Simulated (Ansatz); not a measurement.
# (ZnS)3(MgS)1 [0001] superlattice, started as wurtzite: the cell at rest

Wanted: the relaxed cell of (ZnS)3(MgS)1 [0001] superlattice, started as wurtzite.

Main program and level: Ansatz 0.2.0; DFT PBE, scalar-relativistic, plane waves, PAW.

The structure was built from a prototype and need not be the compound's stable phase.

### 1. Set-up

The structure is trigonal, space group P3m1 (No. 156). Conventional cell: a = 3.857 Å, b = 3.857 Å, c = 12.610 Å, α = 90.00°, β = 90.00°, γ = 120.00°. Nearest to Mg lie 4 S at 2.36 Å. Nearest to S lie 4 Zn at 2.36 Å. S has 4 Zn at 2.36 Å nearest. Nearest to S lie 3 Mg at 2.36 Å and 1 Zn at 2.36 Å. Nearest to S lie 3 Zn at 2.36 Å and 1 Mg at 2.36 Å. Zn has 4 S at 2.36 Å nearest. Farther neighbours and most contacts between anions are not listed.

### 2. A coarse first look

First a cheap look: the gap decides the mesh and the occupations, the pressure tells how far the cell has to move.

The input, input.yaml:

```yaml
crystal:
  lattice:
    - [3.8575, 0.0, 0.0]
    - [-1.92875, 3.34069, 0.0]
    - [0.0, 0.0, 12.61]
  atoms:
    - { symbol: Mg, position: [0.666667, 0.333333, 0.75] }
    - { symbol: S, position: [0.333333, 0.666667, 0.1875] }
    - { symbol: S, position: [0.666667, 0.333333, 0.4375] }
    - { symbol: S, position: [0.333333, 0.666667, 0.6875] }
    - { symbol: S, position: [0.666667, 0.333333, 0.9375] }
    - { symbol: Zn, position: [0.333333, 0.666667, 0.0] }
    - { symbol: Zn, position: [0.666667, 0.333333, 0.25] }
    - { symbol: Zn, position: [0.333333, 0.666667, 0.5] }
kpoints:
  mp_grid: { grid: [6, 6, 2] }
hamiltonian:
  xc: pbe
scf:
  occupations: { method: gaussian, width: 0.1 }
output:
  forces: true
  stress: true
  eigenvalues: true
```

Command:

```
$ ansatz run input.yaml --threads 8 --pin off --max-ram 14336MiB --backend cpu --events-out ev --progress --plain --runs-dir out
```

Numbers of over 12 decimals in the logs are rounded to 6 here.

The program printed:

```text
[...]
k-point 0: bands = [... 31 lower, 4.8389, 5.0722, 5.1977, 5.1977, 7.5256, 8.4329, 8.7256, 9.8756, ... 3 higher]
  k-point 1: bands = [... 31 lower, 4.9234, 4.9234, 5.1663, 5.1663, 8.2365, 8.2636, 8.4730, 9.7340, ... 3 higher]
  k-point 2: bands = [... 31 lower, 4.3446, 4.5379, 4.8726, 4.9837, 8.6366, 9.3352, 9.5735, 10.4776, ... 3 higher]
  k-point 13: bands = [... 31 lower, 3.5309, 3.5312, 3.5719, 3.6554, 9.9530, 10.2664, 10.3049, 10.3582, ... 3 higher]
[key lines of the parts left out:]
SCF converged after 7 iterations
Free energy (F): -15496.750169 eV
Fermi energy:    6.363105 eV
P = ⅓ Tr σ = 2.0604 GPa (20.604 kbar)
```

Run time: 0.79 s. Hardware: 8 threads of Intel Xeon Platinum 8559C (Emerald Rapids), shared host; peak memory 0.64 GiB.

This step gave:

```yaml
pressure: 2.060 GPa
gap_on_the_k_mesh: 2.328 eV
volume_per_atom: 20.31 Å³
direct_gap_on_mesh: 2.328 eV
```

The coarse mesh shows a gap of 2.33 eV and a pressure of 2.1 GPa.

### 3. Coarse relaxation

The start is far from rest, so a relaxation with loose tolerances brings it close first.

input.yaml: that of step 2 with these lines changed.

```diff
@@ -24 +24,6 @@
   eigenvalues: true
+relax:
+  adjacent_minimum: "off"
+  f_tol: 0.05
+  max_steps: 80
+  cell: { stress_tol: 0.5 }
```

The program printed:

```text
[...]
Crystal: 8 atoms, lattice volume = 162.501 Å³
Basis set: ecut = 420 eV, 3211 PW (Γ), exchange–correlation on 54×54×180 points (8 copies of the dense FFT grid, shifted against one another)
Bands: 43, of which v1, the nominal top of the filled ones, is band 35 counted from 1 (34 counted from 0)
Symmetry: 6 space group operations
[...]
atoms:
    - { symbol: Mg, position: [0.666667, 0.333333, 0.749930] }
    - { symbol: S, position: [0.333333, 0.666667, 0.190041] }
    - { symbol: S, position: [0.666667, 0.333333, 0.435552] }
    - { symbol: S, position: [0.333333, 0.666667, 0.680579] }
    - { symbol: S, position: [0.666667, 0.333333, 0.943634] }
    - { symbol: Zn, position: [0.333333, 0.666667, 0.00467264] }
    - { symbol: Zn, position: [0.666667, 0.333333, 0.249992] }
    - { symbol: Zn, position: [0.333333, 0.666667, 0.495599] }
[key lines of the parts left out:]
SCF converged after 5 iterations
Free energy (F): -15496.834635 eV
Fermi energy:    6.008672 eV
P = ⅓ Tr σ = 0.0795 GPa (0.795 kbar)
```

Run time: 3.2 s. Hardware: 8 threads; peak memory 0.72 GiB.

Step by step:

| step | energy less that of the first step (eV) | largest force component (eV/Å) | pressure (GPa) | volume (Å³) |
| --- | --- | --- | --- | --- |
| 1 | 0.0000 | 0.7047 | 2.06 | 162.50 |
| 2 | -0.0755 | 0.1889 | 0.70 | 165.49 |
| 3 | -0.0831 | 0.0355 | 0.08 | 167.03 |
| 4* | -0.0845 | 0.0355 | 0.08 | 167.03 |

Relaxation steps marked * repeat the geometry before them on a plane-wave basis chosen anew for their cell, so energy and pressure can jump there.

Forces are held to the 6 operations that the run works with; a distortion that breaks them can't arise in this run.

| conventional cell, symmetrised | before | after | change |
| --- | --- | --- | --- |
| a (Å) | 3.857 | 3.890 | +0.8 % |
| b (Å) | 3.857 | 3.890 | +0.8 % |
| c (Å) | 12.610 | 12.746 | +1.1 % |
| volume (Å³/atom) | 20.31 | 20.88 | +2.8 % |

The atoms that moved most (Å, as changes of fractional coordinates times the final cell):

| atom | dx | dy | dz | length |
| --- | --- | --- | --- | --- |
| S4 | 0.000 | 0.000 | -0.088 | 0.088 |
| S5 | 0.000 | 0.000 | 0.078 | 0.078 |
| Zn6 | 0.000 | 0.000 | 0.060 | 0.060 |
| Zn8 | 0.000 | 0.000 | -0.056 | 0.056 |
| S2 | 0.000 | 0.000 | 0.032 | 0.032 |
| S3 | 0.000 | 0.000 | -0.025 | 0.025 |

This step gave:

```yaml
pressure: 0.07947 GPa
gap_on_the_k_mesh: 2.226 eV
volume_per_atom: 20.88 Å³
direct_gap_on_mesh: 2.226 eV
```

In this step the volume went from 20.31 to 20.88 Å³/atom.

### 4. Bringing the structure to rest

The cell and atoms are relaxed, since residual forces and stress would shift the frequencies.

The input, input.yaml:

```yaml
crystal:
  lattice:
    - [3.8899454203, 0.0, 0.0]
    - [-1.9449727101, 3.3687915533, 0.0]
    - [0.0, 0.0, 12.746016136]
  atoms:
    - { symbol: Mg, position: [0.6666666667, 0.3333333333, 0.7499297164] }
    - { symbol: S, position: [0.3333333333, 0.6666666667, 0.1900413229] }
    - { symbol: S, position: [0.6666666667, 0.3333333333, 0.4355516312] }
    - { symbol: S, position: [0.3333333333, 0.6666666667, 0.6805792964] }
    - { symbol: S, position: [0.6666666667, 0.3333333333, 0.943634133] }
    - { symbol: Zn, position: [0.3333333333, 0.6666666667, 0.0046726415] }
    - { symbol: Zn, position: [0.6666666667, 0.3333333333, 0.2499921914] }
    - { symbol: Zn, position: [0.3333333333, 0.6666666667, 0.4955990672] }
kpoints:
  mp_grid: { grid: [9, 9, 2] }
hamiltonian:
  xc: pbe
scf:
  occupations: { method: gaussian, width: 0.02 }
output:
  forces: true
  stress: true
  eigenvalues: true
  write_density: true
  write_potential: true
  elf: true
  volumetric_format: npy
relax:
  adjacent_minimum: "off"
  f_tol: 0.005
  max_steps: 80
  cell: { stress_tol: 0.05 }
```

The program printed:

```text
[...]
Crystal: 8 atoms, lattice volume = 167.029 Å³
Basis set: ecut = 420 eV, 3307 PW (Γ), exchange–correlation on 54×54×180 points (8 copies of the dense FFT grid, shifted against one another)
Bands: 43, of which v1, the nominal top of the filled ones, is band 35 counted from 1 (34 counted from 0)
[... 1 set-up line as in the run before ...]
[...]
k-points: 24 of 162 (time reversal used)
[...]
SCF iter   1: F=—  HF=-15496.839746 eV  |F-HF|=—  |Δ(HF+E_count)|=         —  Δρ=6.24e-4  dr2=1.48e-3  ethr=1.77e-3  ⟨swp⟩=8.7  Hψ=4901  notcnv=0
[...]
SCF iter   7: F=-15496.839167 eV  HF=-15496.839167 eV  |F-HF|=2.35e-8  |Δ(HF+E_count)|=   2.04e-7  Δρ=3.70e-6  dr2=4.07e-8  ethr=1.43e-10  ⟨swp⟩=11.2  Hψ=7827  notcnv=0
SCF 1 converged in 7 iterations: F = -15496.839167 eV  dr2 = 4.07e-8
[...]
relax step   1: F+E_penalty+E_count = -15496.83916668 eV  Δ(F+E_penalty+E_count) = +0.000e0 eV  max|allowed force component| = 3.595e-2 eV/Å  Δτ_max = 0.0000 Å  P = +0.072 GPa  Ω = 167.029 Å³  (7 SCF iters, dr2 threshold 1.00e-7 eV, accepted)
Crystal: 8 atoms, lattice volume = 167.163 Å³
[...]
SCF iter   6: F=-15496.839291 eV  HF=-15496.839291 eV  |F-HF|=8.69e-10  |Δ(HF+E_count)|=   1.76e-9  Δρ=1.36e-6  dr2=5.31e-9  ethr=1.15e-10  ⟨swp⟩=8.4  Hψ=6277  notcnv=0
SCF 2 converged in 6 iterations: F = -15496.839291 eV  dr2 = 5.31e-9
relax step   2: F+E_penalty+E_count = -15496.83929083 eV  Δ(F+E_penalty+E_count) = -1.242e-4 eV  max|allowed force component| = 9.124e-3 eV/Å  Δτ_max = 0.0025 Å  P = +0.023 GPa  Ω = 167.163 Å³  energy of the carried Pulay correction = -3.845e-5 eV  (6 SCF iters, dr2 threshold 8.08e-8 eV, accepted)
Crystal: 8 atoms, lattice volume = 167.227 Å³
Basis set: ecut = 420 eV, 3319 PW (Γ), exchange–correlation on 54×54×180 points (8 copies of the dense FFT grid, shifted against one another)
[...]
SCF iter   6: F=-15496.839290 eV  HF=-15496.839290 eV  |F-HF|=4.95e-10  |Δ(HF+E_count)|=   3.17e-9  Δρ=6.25e-7  dr2=1.02e-9  ethr=7.43e-12  ⟨swp⟩=7.1  Hψ=6015  notcnv=0
SCF 3 converged in 6 iterations: F = -15496.839290 eV  dr2 = 1.02e-9
relax step   3: F+E_penalty+E_count = -15496.83928963 eV  Δ(F+E_penalty+E_count) = +1.198e-6 eV  max|allowed force component| = 1.402e-3 eV/Å  Δτ_max = 0.0010 Å  P = +0.000 GPa  Ω = 167.227 Å³  energy of the carried Pulay correction = -5.692e-5 eV  (6 SCF iters, dr2 threshold 5.20e-9 eV, accepted)
[...]
SCF iter   5: F=-15496.839348 eV  HF=-15496.839348 eV  |F-HF|=4.73e-11  |Δ(HF+E_count)|=  9.09e-11  Δρ=1.85e-7  dr2=6.53e-11  ethr=1.00e-12  ⟨swp⟩=5.1  Hψ=5302  notcnv=0
SCF 4 converged in 5 iterations: F = -15496.839348 eV  dr2 = 6.53e-11
relax step   4: F+E_penalty+E_count = -15496.83934776 eV  Δ(F+E_penalty+E_count) = -5.812e-5 eV  max|allowed force component| = 1.395e-3 eV/Å  Δτ_max = 0.0000 Å  P = +0.000 GPa  Ω = 167.227 Å³  stress off target by 5.11e-3 GPa  SCF on the basis re-selected at this cell (its energy is not comparable with the rows above)  (5 SCF iters)
[...]
SCF converged after 5 iterations
Free energy (F): -15496.839348 eV
[...]
Internal energy: -15496.839348 eV  (E = F + TS)
E sigma→0 (E₀):  -15496.839348 eV
Fermi energy:    5.993984 eV
[...]
--- Forces (eV/Å), atoms counted from 1 ---
  atom   1  Mg    -0.00000000     0.00000000     0.00082094
  atom   2  S      0.00000000    -0.00000000    -0.00107933
  atom   3  S     -0.00000000     0.00000000    -0.00124100
  atom   4  S      0.00000000    -0.00000000    -0.00122596
  atom   5  S     -0.00000000     0.00000000    -0.00099895
  atom   6  Zn     0.00000000    -0.00000000     0.00108925
  atom   7  Zn    -0.00000000     0.00000000     0.00124448
  atom   8  Zn     0.00000000    -0.00000000     0.00139539
  max |Σ_I F_I| component: 4.84e-6 eV/Å
--- Stress (GPa, compression-positive) ---
        0.002689       0.000000       0.000000
        0.000000       0.002689      -0.000000
        0.000000      -0.000000      -0.005112
  P = ⅓ Tr σ = 0.0001 GPa (0.001 kbar)
--- Band table (eV; the first three rows and the last of 24) ---
  k-point 0: bands = [... 31 lower, 4.5527, 4.7799, 4.8836, 4.8836, 7.1043, 8.0123, 8.3084, 9.4334, ... 4 higher]
  k-point 1: bands = [... 31 lower, 4.6298, 4.6298, 4.8538, 4.8538, 7.8067, 7.8752, 8.0402, 9.2593, ... 4 higher]
  k-point 2: bands = [... 31 lower, 4.2396, 4.4154, 4.7028, 4.7874, 7.7460, 8.5510, 8.8246, 9.8400, ... 4 higher]
  k-point 23: bands = [... 31 lower, 3.2561, 3.2774, 3.3282, 3.4448, 9.6170, 9.9371, 10.0669, 10.1019, ... 4 higher]
--- Relaxed structure (3 steps of the walk, 3 accepted, 1 SCFs on fresh bases) ---
[...]
cell:  # Å, volume = 167.2269 Å³
    - [3.890750, -2.8873426211038625e-11, 0]
    - [-1.945375, 3.369489, 0]
    - [0, 0, 12.755829]
  atoms:
    - { symbol: Mg, position: [0.666667, 0.333333, 0.749653] }
    - { symbol: S, position: [0.333333, 0.666667, 0.190044] }
    - { symbol: S, position: [0.666667, 0.333333, 0.435475] }
    - { symbol: S, position: [0.333333, 0.666667, 0.680423] }
    - { symbol: S, position: [0.666667, 0.333333, 0.943749] }
    - { symbol: Zn, position: [0.333333, 0.666667, 0.00487068] }
    - { symbol: Zn, position: [0.666667, 0.333333, 0.250114] }
    - { symbol: Zn, position: [0.333333, 0.666667, 0.495671] }
```

The job ended after 5 s (8 threads; peak memory 0.79 GiB).

Little changed from the start: no atom moved by 0.005 Å and no cell edge by 0.1 %.

Numbers from this step:

```
pressure           : 8.91e-5 GPa
gap on the k-mesh  : 2.221 eV
volume per atom    : 20.90 Å³
direct gap on mesh : 2.221 eV
```

Valence density in the ac plane at fractional y = 0.333, with atoms of Mg and S and Zn within 0.2 Å of it. It is the smooth field of the valence electrons, not physical close to the nuclei.

Ten steps, logarithmic in the rise over the least value, from '_' (0 e/Å³) to '@' (25 e/Å³), each cell a mean:
```
..______....::----------::::
..________..::----::::----::
__________....::------::::..
______________..........____
______________..--==--..____
______________==##@@%%**..__
..............--**%%##==....
............____......______
__........__________________
____________________________
____________________________
____________....::::::......
....____....::----------::::
..______....::----..::----::
__________....::--------::..
______________..::::::....__
____________..::--====::..__
__________..::==%%@@@@**::..
..............==**%%##++::..
................::::::......
____....____________________
____________________________
____________________________
__________....::::::::::....
```
Columns run along a (3.9 Å), rows up along c (12.8 Å). Atoms in or near the plane, at fractional coordinates: Mg at (0.67, 0.75), S at (0.67, 0.44), S at (0.67, 0.94), Zn at (0.67, 0.25).

ELF in the ac plane at fractional y = 0.333, with atoms of Mg and S and Zn within 0.2 Å of it. It is the smooth field of the valence electrons, not physical close to the nuclei.

Values, 24 rows by 14 columns, each cell a mean:
```
0.41 0.20 0.15 0.17 0.32 0.64 0.82 0.81 0.59 0.36 0.47 0.76 0.85 0.75
0.49 0.22 0.12 0.16 0.38 0.69 0.82 0.75 0.44 0.18 0.30 0.66 0.82 0.77
0.37 0.14 0.06 0.09 0.27 0.58 0.76 0.85 0.87 0.86 0.86 0.86 0.80 0.67
0.14 0.05 0.03 0.04 0.10 0.28 0.49 0.65 0.68 0.68 0.68 0.67 0.57 0.37
0.09 0.11 0.13 0.12 0.10 0.08 0.07 0.10 0.18 0.22 0.20 0.13 0.08 0.08
0.38 0.50 0.53 0.52 0.44 0.19 0.06 0.28 0.38 0.30 0.35 0.35 0.10 0.09
0.71 0.76 0.77 0.76 0.73 0.49 0.15 0.20 0.35 0.35 0.36 0.27 0.10 0.31
0.74 0.77 0.77 0.77 0.75 0.64 0.39 0.10 0.07 0.09 0.08 0.07 0.24 0.56
0.57 0.63 0.66 0.65 0.59 0.47 0.32 0.13 0.06 0.03 0.04 0.09 0.23 0.41
0.22 0.29 0.33 0.31 0.25 0.15 0.08 0.04 0.03 0.03 0.03 0.03 0.06 0.11
0.11 0.13 0.14 0.14 0.12 0.11 0.14 0.20 0.26 0.29 0.27 0.22 0.15 0.12
0.20 0.15 0.15 0.15 0.18 0.32 0.52 0.69 0.73 0.74 0.74 0.71 0.60 0.41
0.38 0.19 0.15 0.17 0.30 0.61 0.81 0.84 0.68 0.49 0.59 0.80 0.84 0.73
0.49 0.23 0.13 0.17 0.38 0.70 0.83 0.75 0.38 0.10 0.22 0.64 0.83 0.78
0.36 0.14 0.06 0.10 0.27 0.57 0.74 0.82 0.80 0.75 0.77 0.82 0.78 0.66
0.12 0.05 0.02 0.03 0.09 0.24 0.40 0.53 0.58 0.60 0.60 0.55 0.46 0.31
0.11 0.10 0.10 0.10 0.11 0.14 0.16 0.17 0.15 0.12 0.13 0.17 0.17 0.15
0.26 0.37 0.42 0.40 0.31 0.20 0.18 0.10 0.02 0.00 0.01 0.06 0.16 0.17
0.51 0.65 0.69 0.67 0.57 0.34 0.20 0.12 0.05 0.03 0.04 0.09 0.17 0.24
0.59 0.67 0.69 0.68 0.62 0.46 0.26 0.17 0.16 0.17 0.16 0.16 0.20 0.36
0.42 0.52 0.56 0.54 0.46 0.32 0.19 0.11 0.09 0.09 0.09 0.10 0.14 0.25
0.15 0.21 0.24 0.23 0.17 0.10 0.06 0.04 0.04 0.04 0.04 0.04 0.05 0.07
0.13 0.13 0.14 0.14 0.13 0.14 0.20 0.31 0.38 0.41 0.40 0.34 0.23 0.16
0.23 0.16 0.16 0.16 0.20 0.38 0.61 0.76 0.79 0.79 0.79 0.78 0.68 0.48
```
Columns run along a (3.9 Å), rows up along c (12.8 Å). Atoms in or near the plane, at fractional coordinates: Mg at (0.67, 0.75), S at (0.67, 0.44), S at (0.67, 0.94), Zn at (0.67, 0.25).

Electrostatic potential energy in the ac plane at fractional y = 0.333, with atoms of Mg and S and Zn within 0.2 Å of it. With pseudopotentials it is smooth inside the atoms' cores, unlike the true potential.

Ten even steps from '0' (-34 eV) to '9' (10 eV), each cell a mean:
```
99999872010168
99999971021158
99999986433589
99999998888899
99999987544688
99999872000168
99999874100268
99999988766789
99999999999999
99999999999999
99999999999999
99889998877899
99899974111268
99999861021058
99999985322479
99999998888899
99999986433589
99999862000158
99999873100258
99999998666789
99999999999999
99999999999999
99999999999999
98889998766799
```
Columns run along a (3.9 Å; values clipped at the 3rd and 97th percentile), rows up along c (12.8 Å). Atoms in or near the plane, at fractional coordinates: Mg at (0.67, 0.75), S at (0.67, 0.44), S at (0.67, 0.94), Zn at (0.67, 0.25).

In this step the volume went from 20.88 to 20.90 Å³/atom.

### 5. Tight relaxation

Phonons need a cell at rest on their own settings, so the relaxation is repeated with tight tolerances on forces and stress on the k mesh and occupations of the first response run.

The input, input.yaml:

```yaml
crystal:
  lattice:
    - [3.8907503368, 0.0, 0.0]
    - [-1.9453751684, 3.3694886314, 0.0]
    - [0.0, 0.0, 12.7558291762]
  atoms:
    - { symbol: Mg, position: [0.6666666667, 0.3333333333, 0.7496525851] }
    - { symbol: S, position: [0.3333333333, 0.6666666667, 0.1900443389] }
    - { symbol: S, position: [0.6666666667, 0.3333333333, 0.4354752672] }
    - { symbol: S, position: [0.3333333333, 0.6666666667, 0.6804232232] }
    - { symbol: S, position: [0.6666666667, 0.3333333333, 0.9437487738] }
    - { symbol: Zn, position: [0.3333333333, 0.6666666667, 0.0048706769] }
    - { symbol: Zn, position: [0.6666666667, 0.3333333333, 0.2501138658] }
    - { symbol: Zn, position: [0.3333333333, 0.6666666667, 0.4956712691] }
kpoints:
  mp_grid: { grid: [9, 9, 2] }
hamiltonian:
  xc: pbe
scf:
  occupations: { method: fixed }
output:
  forces: true
  stress: true
  eigenvalues: true
relax:
  adjacent_minimum: "off"
  f_tol: 0.001
  max_steps: 60
  cell: { stress_tol: 0.01 }
```

The program printed:

```text
[...]
Crystal: 8 atoms, lattice volume = 167.227 Å³
Basis set: ecut = 420 eV, 3319 PW (Γ), exchange–correlation on 54×54×180 points (8 copies of the dense FFT grid, shifted against one another)
Bands: 43, of which v1, the nominal top of the filled ones, is band 35 counted from 1 (34 counted from 0)
[... 1 set-up line as in the run before ...]
[...]
atoms:
    - { symbol: Mg, position: [0.666667, 0.333333, 0.749654] }
    - { symbol: S, position: [0.333333, 0.666667, 0.190042] }
    - { symbol: S, position: [0.666667, 0.333333, 0.435474] }
    - { symbol: S, position: [0.333333, 0.666667, 0.680421] }
    - { symbol: S, position: [0.666667, 0.333333, 0.943744] }
    - { symbol: Zn, position: [0.333333, 0.666667, 0.0048724] }
    - { symbol: Zn, position: [0.666667, 0.333333, 0.250118] }
    - { symbol: Zn, position: [0.333333, 0.666667, 0.495675] }
[key lines of the parts left out:]
SCF converged after 7 iterations
Free energy (F): -15496.839348 eV
Fermi energy:    4.883630 eV
P = ⅓ Tr σ = 0.0000 GPa (0.000 kbar)
```

Wall time 3.8 s (8 threads); peak memory 0.77 GiB; 27 s of CPU time.

Little changed from the start: no atom moved by 0.005 Å and no cell edge by 0.1 %.

This step gave:

```yaml
pressure: 3.87e-5 GPa
```

The largest force component left is 0.91 meV/Å and the pressure is 0.000 GPa, within the tolerances set. The cell now holds 20.90 Å³/atom.

### 6. Outcome

* space group after relaxation (within 0.01 Å): P3m1
* lattice constant a: 3.891 Å
* lattice constant b: 3.891 Å
* lattice constant c: 12.756 Å
* volume per atom: 20.9 Å³
* gap on the k-mesh: 2.22 eV

**Reading.** The largest force component left is 0.91 meV/Å and the pressure is 0.000 GPa, within the tolerances set. The cell now holds 20.90 Å³/atom. The relaxation keeps the symmetry of its start, so it says nothing on stability against lower symmetry. The starting cell was built on a prototype and not taken from a measurement, so the phase need not exist.

[Logs are printed without paths, hosts, clocks, repeated set-up lines and the standing remarks that a program may print on its own settings, such as how far it seeks lower states.]

[Hosts, paths, dates, database ids (printed as entryN), source tags and the programs' standing remarks are cut or masked in the printed files.]
